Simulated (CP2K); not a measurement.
# Pt under changes of volume

One of the cells (15.080 Å³/atom); the others are scaled copies at fixed shape and fractional positions:

```xyz
1
Lattice="2.7731 0.0000 0.0000 1.3866 2.4016 0.0000 1.3866 0.8005 2.2643" Properties=species:S:1:pos:R:3 pbc="T T T"
Pt    0.0000    0.0000    0.0000
```

- Program: CP2K 2026.2
- Functional: PBEsol
- Potentials or basis: POTENTIAL_UZH Pt GTH-PBE-q18; TZVP-MOLOPT-PBE-GTH basis
- Density cutoff: 6123 eV
- k mesh: 12 × 12 × 12
- Occupations: fermi-dirac, width 0.05 eV
- Spin: no spin polarisation

```tsv
volume (Å³/atom)	energy over the lowest point (meV/atom)	pressure (GPa)
14.175	?	?
14.477	22.68	13.0
14.778	5.11	6.0
15.080	0.00	-0.2
15.381	5.82	-5.7
15.683	21.22	-10.5
15.985	45.08	-14.7
```

Task: What does the run at 14.175 Å³/atom give?

Result: Energy over the lowest point 54.41 meV/atom; pressure 21.1 GPa.

Worked out: A Birch-Murnaghan fit of order 3 (a polynomial in V^(-2/3)) to the other rows has its minimum at 15.06 Å³/atom with B0 = V·E''(V) = 292 GPa and B' = 5.6. It gives 54.54 meV/atom at 14.175 Å³/atom, against the run's 54.41, and -dE/dV = 21.0 GPa, against 21.1.

Energies are extrapolated to zero smearing.

Caveats: the potentials were made for another functional, which shifts forces and pressure; the basis of atomic orbitals isn't converged, which shifts pressures, moduli and gaps.
